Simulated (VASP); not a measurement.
# Rh (Fm-3m) in VASP: a series of runs

One crystal, Rh, is run at these levels: r2SCAN; tasks: relaxation of cell and atoms, relaxation of the atoms.

Everything below comes from runs of VASP 6.6.1. Logs are shortened: lines on timing, memory, paths and dates and some standing lists are left out, and cuts for length are marked.

## (1) The crystal as given

The structure is cubic, space group Fm-3m (No. 225). Conventional cell: a = 3.796 Å, b = 3.796 Å, c = 3.796 Å, α = 90.00°, β = 90.00°, γ = 90.00°. Rh (site symmetry m-3m) is surrounded by 12 Rh at 2.68 Å.

## (2) Relaxation of cell and atoms, r2SCAN

Contents of INCAR:

```
PREC = Accurate ; ENCUT = 600
EDIFF = 1E-6 ; ISMEAR = 1
SIGMA = 0.1 ; LREAL = F
LASPH = T ; NELM = 80
ALGO = Normal ; ISIF = 3
LWAVE = F ; LCHARG = F
METAGGA = R2SCAN ; LMIXTAU = T
IBRION = 2 ; NSW = 90
EDIFFG = -0.01
```

Contents of KPOINTS:

```
regular mesh
0
Gamma
  16 16 16
```

Contents of POSCAR:

```
Rh
1.0
    0.0000000000      1.8978500000      1.8978500000
    1.8978500000      0.0000000000      1.8978500000
    1.8978500000      1.8978500000      0.0000000000
Rh
1
Direct
    0.0000000000      0.0000000000      0.0000000000
```

Potentials or basis: VASP PAW PBE potentials, release 64 (Rh_pv).

On the command line:

```
$ cat potpaw_PBE.64/Rh_pv/POTCAR > POTCAR
$ mpirun -np 1 vasp_std > vasp.out
```

OUTCAR:

```text
PREC = Accurate
   ENCUT = 600
   EDIFF = 1E-6
   ISMEAR = 1
   LREAL = F
   LASPH = T
   NELM = 80
   ISIF = 3
   METAGGA = R2SCAN
   IBRION = 2
   NSW = 90
   EDIFFG = -0.01

 ion  position               nearest neighbor table
   1  0.000  0.000  0.000-

  LATTYP: Found a face centered cubic cell.
 ALAT       =     3.7957000000

  Lattice vectors:

 A1 = (   0.0000000000,   1.8978500000,   1.8978500000)
 A2 = (   1.8978500000,   0.0000000000,   1.8978500000)
 A3 = (   1.8978500000,   1.8978500000,   0.0000000000)

Analysis of symmetry for initial positions (statically):
=====================================================================
 Subroutine PRICEL returns:
 Original cell was already a primitive cell.

 Routine SETGRP: Setting up the symmetry group for a
 face centered cubic supercell.

 Subroutine GETGRP returns: Found 48 space group operations
 (whereof 48 operations were pure point group operations)
 out of a pool of 48 trial point group operations.

The static configuration has the point symmetry O_h .

Analysis of symmetry for dynamics (positions and initial velocities):
=====================================================================
 Subroutine PRICEL returns:
 Original cell was already a primitive cell.

 Routine SETGRP: Setting up the symmetry group for a
 face centered cubic supercell.

 Subroutine GETGRP returns: Found 48 space group operations
 (whereof 48 operations were pure point group operations)
 out of a pool of 48 trial point group operations.

The dynamic configuration has the point symmetry O_h .

 Subroutine INISYM returns: Found 48 space group operations
 (whereof 48 operations are pure point group operations),
 and found     1 'primitive' translations

----------------------------------------------------------------------------------------

                                     Primitive cell

  volume of cell :      13.6715

  direct lattice vectors                    reciprocal lattice vectors
     0.000000000  1.897850000  1.897850000    -0.263456016  0.263456016  0.263456016
     1.897850000  0.000000000  1.897850000     0.263456016 -0.263456016  0.263456016
     1.897850000  1.897850000  0.000000000     0.263456016  0.263456016 -0.263456016

  length of vectors
     2.683965209  2.683965209  2.683965209     0.456319205  0.456319205  0.456319205

  position of ions in fractional coordinates (direct lattice)
     0.000000000  0.000000000  0.000000000

  ion indices of the primitive-cell ions
   primitive index   ion index
                 1           1

----------------------------------------------------------------------------------------

 KPOINTS: regular mesh

Automatic generation of k-mesh.
 Grid dimensions read from file:
 generate k-points for:   16   16   16

 Generating k-lattice:

  Cartesian coordinates                     Fractional coordinates (reciprocal lattice)
    -0.016466001  0.016466001  0.016466001     0.062500000  0.000000000  0.000000000
     0.016466001 -0.016466001  0.016466001     0.000000000  0.062500000  0.000000000
     0.016466001  0.016466001 -0.016466001     0.000000000  0.000000000  0.062500000

  Length of vectors
     0.028519950  0.028519950  0.028519950

  Shift w.r.t. Gamma in fractional coordinates (k-lattice)
     0.000000000  0.000000000  0.000000000

 Subroutine IBZKPT returns following result:
 ===========================================

 Found    145 irreducible k-points:

 Following reciprocal coordinates:
            Coordinates               Weight
  0.000000  0.000000  0.000000      1.000000
  0.062500  0.000000  0.000000      8.000000
  0.125000  0.000000  0.000000      8.000000
  0.187500  0.000000  0.000000      8.000000
  0.250000  0.000000  0.000000      8.000000
  0.312500  0.000000  0.000000      8.000000
[... 16 lines left out ...]
 -0.125000  0.062500  0.000000     24.000000
 -0.062500  0.062500  0.000000     12.000000
 [... further k-points ...]
   k-points           NKPTS =    145   k-points in BZ     NKDIM =    145   number of bands    NBANDS=     11
   number of dos      NEDOS =    301   number of ions     NIONS =      1
   total plane-waves  NPLWV =  13824
   dimension x,y,z NGX =    24 NGY =   24 NGZ =   24
   dimension x,y,z NGXF=    48 NGYF=   48 NGZF=   48
   ions per type =               1
   NGX,Y,Z   is equivalent  to a cutoff of  14.87, 14.87, 14.87 a.u.
   NGXF,Y,Z  is equivalent  to a cutoff of  29.73, 29.73, 29.73 a.u.
 SYSTEM =  unknown system
   PREC   = accura    normal or accurate (medium, high low for compatibility)
   ISTART =      0    job   : 0-new  1-cont  2-samecut
   ICHARG =      2    charge: 1-file 2-atom 10-const
   ISPIN  =      1    spin polarized calculation?
   LNONCOLLINEAR =      F non collinear calculations
   LSORBIT =      F    spin-orbit coupling
   LASPH  =      T    aspherical Exc in radial PAW
   ENCUT  =  600.0 eV  44.10 Ry    6.64 a.u.   5.36  5.36  5.36*2*pi/ulx,y,z
   NELM   =     80;   NELMIN=  2; NELMDL= -5     # of ELM steps
   EDIFF  = 0.1E-05   stopping-criterion for ELM
   LREAL  =      F    real-space projection
   EDIFFG = -.1E-01   stopping-criterion for IOM
   NSW    =     90    number of steps for IOM
   IBRION =      2    ionic relax: 0-MD 1-quasi-New 2-CG
   NFREE  =      1    steps in history (QN), initial steepest desc. (CG)
   ISIF   =      3    stress and relaxation
   ISYM   =      2    0-nonsym 1-usesym 2-fastsym
   POTIM  = 0.5000    time-step for ionic-motion
   TEBEG  =    0.0;   TEEND  =   0.0 temperature during run
   PSTRESS=    0.0 pullay stress
   NELECT =      15.0000    total number of electrons
   NUPDOWN=      -1.0000    fix difference up-down
   EMIN   =  10.00;   EMAX   =-10.00  energy-range for DOS
   EFERMI =   0.00;   METHOD = LEGACY
   ISMEAR =     1;   SIGMA  =   0.10  broadening in eV -4-tet -1-fermi 0-gaus
   EFERMI_NEDOS =   21; number of points for ismear=-14 and -15
   IALGO  =     38    algorithm
   IMIX   =      4    mixing-type and parameters
     AMIX     =   0.40;   BMIX     =  1.00
     AMIX_MAG =   1.60;   BMIX_MAG =  1.00
  volume/ion in A,a.u.               =      13.67        92.26
  Fermi-wavevector in a.u.,A,eV,Ry     =   1.688496  3.190795 38.790465  2.851019
  Thomas-Fermi vector in A             =   2.770792
   LORBIT       =      0    0 simple, 1 ext, 2 COOP (PROOUT), +10 PAW based schemes
   METAGGA = R2SCAN    functional components
   LHFCALC =     F    Hartree Fock is set to
   AEXX    =    0.0000 exact exchange contribution
   IVDW    =     0    specifies the selected vdW correction
   LEPSILON=     F    determine dielectric tensor
   LRPA    =     F    only Hartree local field effects (RPA)
 conjugate gradient relaxation of ions
 non-spin polarized calculation
 Methfessel and Paxton  Order N= 1 SIGMA  =   0.10
  energy-cutoff  :      600.00
  volume of cell :       13.67
 maximum number of plane-waves:       469
 NGX is ok and might be reduce to    24
   NGX = 11   NGY = 11   NGZ = 11

--------------------------------------- Ionic step        1  -------------------------------------------

 number of electron      15.0000002 magnetization

 Free energy of the ion-electron system (eV)
  ---------------------------------------------------
  ext. energy  EPLUGINS =         0.00000000
  ---------------------------------------------------
  free energy    TOTEN  =       -24.13518416 eV

  energy without entropy =      -24.13444636  energy(sigma->0) =      -24.13493823

------------------------ aborting loop because EDIFF is reached ----------------------------------------

  FORCE on cell =-STRESS in cart. coord.  units (eV):
  Direction    XX          YY          ZZ          XY          YZ          ZX
  --------------------------------------------------------------------------------------
  -------------------------------------------------------------------------------------
  Total        0.1865549      0.1865549      0.1865549      0.0000000     -0.0000000      0.0000000
  in kB       21.8625947     21.8625947     21.8625947      0.0000000     -0.0000000      0.0000000
  external PRESSURE =      21.8625947 kB  Pullay stress =       0.0000000 kB
[... 55 lines left out ...]
  energy  without entropy=      -24.1305480330  energy(sigma->0) =      -24.13103746

--------------------------------------- Ionic step        3  -------------------------------------------

 number of electron      15.0000002 magnetization

 Free energy of the ion-electron system (eV)
  ---------------------------------------------------
  ext. energy  EPLUGINS =         0.00000000
  ---------------------------------------------------
  free energy    TOTEN  =       -24.13583938 eV

  energy without entropy =      -24.13510268  energy(sigma->0) =      -24.13559381

 E-fermi :  11.6764     XC(G=0): -15.1910

 val. band max:       11.6591713986   @ k =   0.5000   0.3125   0.1250
 cond. band min:      11.6809779547   @ k =   0.4375   0.1250   0.0625
 fundamental gap:      0.0218065562
 Fermi energy:        11.6764346023

 k-point     1 :       0.0000    0.0000    0.0000
  band No.  band energies     occupation
      1     -36.0801      2.00000
      2     -36.0801      2.00000
      3     -36.0801      2.00000
      4       3.5358      2.00000
      5       8.5399      2.00000
      6       8.5399      2.00000
      7       8.5399      2.00000
      8      10.6339      2.00000
      9      10.6339      2.00000
     10      28.4181      0.00000
     11      29.0983      0.00000
[... 309 lines left out ...]
 k-point    24 :      -0.0625    0.0625    0.0000
  band No.  band energies     occupation
      1     -36.1542      2.00000
      2     -36.1024      2.00000
      3     -36.0859      2.00000
      4       3.9662      2.00000
      5       8.3315      2.00000
      6       8.6914      2.00000
      7       8.7408      2.00000
      8      10.4423      2.00000
      9      10.6614      2.00000
     10      29.0153      0.00000
     11      29.0982      0.00000

 [... further k-points ...]

------------------------ aborting loop because EDIFF is reached ----------------------------------------

  FORCE on cell =-STRESS in cart. coord.  units (eV):
  Direction    XX          YY          ZZ          XY          YZ          ZX
  --------------------------------------------------------------------------------------
  -------------------------------------------------------------------------------------
  Total       -0.0003636     -0.0003636     -0.0003636      0.0000000      0.0000000      0.0000000
  in kB       -0.0422960     -0.0422960     -0.0422960      0.0000000      0.0000000      0.0000000
  external PRESSURE =      -0.0422960 kB  Pullay stress =       0.0000000 kB
[... 16 lines left out ...]
  FREE ENERGIE OF THE ION-ELECTRON SYSTEM (eV)
  ---------------------------------------------------
  free  energy   TOTEN  =       -24.1358393763 eV

  energy  without entropy=      -24.1351026820  energy(sigma->0) =      -24.13559381

 reached required accuracy - stopping structural energy minimisation
```

It took 84 s on 1 thread of Intel Xeon 6975P-C (Granite Rapids), shared host; peak memory 0.17 GiB.

What came out:

```
Free energy                            : -24.1358 eV
Relaxed volume                         : 13.77 Å³/atom
Relaxed cell                           : a = 2.691 Å, b = 2.691 Å, c = 2.691 Å, α = 60.00°, β = 60.00°, γ = 60.00°
Space group after relaxing (to 0.05 Å) : Fm-3m (No. 225)
Energy gained by relaxing              : 0.7 meV/atom
Ionic steps                            : 3
Pressure after relaxing                : 0.0 GPa
Band gap on the k mesh                 : none (metal or under the smearing width)
```

The path:
| step | energy change (eV) | largest force (eV/Å) | pressure (GPa) | volume (Å³) |
| --- | --- | --- | --- | --- |
| 1 | 0.0000 | 0.0000 | 2.19 | 13.67 |
| 2 | 0.0039 | 0.0000 | -5.23 | 14.04 |
| 3 | -0.0007 | 0.0000 | 0.00 | 13.77 |

Final structure:
```xyz
1
Lattice="0.0000 1.9025 1.9025 1.9025 0.0000 1.9025 1.9025 1.9025 0.0000" Properties=species:S:1:pos:R:3 pbc="T T T"
Rh    0.0000    0.0000    0.0000
```

Caveat: the PAW data sets were made with another functional, which shifts forces and pressure a little.

## (3) Relaxation of cell and atoms, r2SCAN

This run uses another cell than the first one, of 13.77 Å³/atom, 1.007 times its volume.

Contents of INCAR:

```
PREC = Accurate ; ENCUT = 600
EDIFF = 1E-7 ; ISMEAR = 1
SIGMA = 0.1 ; LREAL = F
LASPH = T ; NELM = 80
ALGO = Normal ; ISIF = 3
LWAVE = F ; LCHARG = F
METAGGA = R2SCAN ; LMIXTAU = T
IBRION = 2 ; NSW = 90
EDIFFG = -0.005
```

KPOINTS is that of step 2.

Contents of POSCAR:

```
Rh                                      
1.0
    0.0000000000      1.9025201665      1.9025201665
    1.9025201665     -0.0000000000      1.9025201665
    1.9025201665      1.9025201665      0.0000000000
  Rh            
     1
Direct
     0.0000000000000000    0.0000000000000000    0.0000000000000000
```

Potentials or basis: VASP PAW PBE potentials, release 64 (Rh_pv).

On the command line:

```
$ cat potpaw_PBE.64/Rh_pv/POTCAR > POTCAR
$ mpirun -np 1 vasp_std > vasp.out
```

Wall time 41 s (1 thread of Intel Xeon 6975P-C (Granite Rapids), shared host); peak memory 0.17 GiB.

The run converged. Its results:

| Item | Value |
| --- | --- |
| Free energy | -24.1359 eV |
| Pressure after relaxing | 0.0 GPa |
| Band gap on the k mesh | none (metal or under the smearing width) |

Final structure:
```
Rh
1.0
     0.00000    1.90252    1.90252
     1.90252    0.00000    1.90252
     1.90252    1.90252    0.00000
Rh
1
Direct
  0.00000 0.00000 0.00000
```

Levels at points of the mesh, in eV from the Fermi level:
```csv
k point,band 5,band 6,band 7,band 8,band 9,band 10
"(0.00, 0.00, 0.00)",-3.14,-3.14,-3.14,-1.04,-1.04,16.74
"(0.50, 0.00, 0.00)",-3.25,-3.25,0.61,0.61,0.93,9.09
"(0.50, 0.50, 0.00)",-6.13,0.54,1.07,1.07,3.51,12.88
```

Caveat: the relaxation stopped at its first step, so nothing moved; the PAW data sets were made with another functional, which shifts forces and pressure a little.

(Continued in part 2 of 3.)
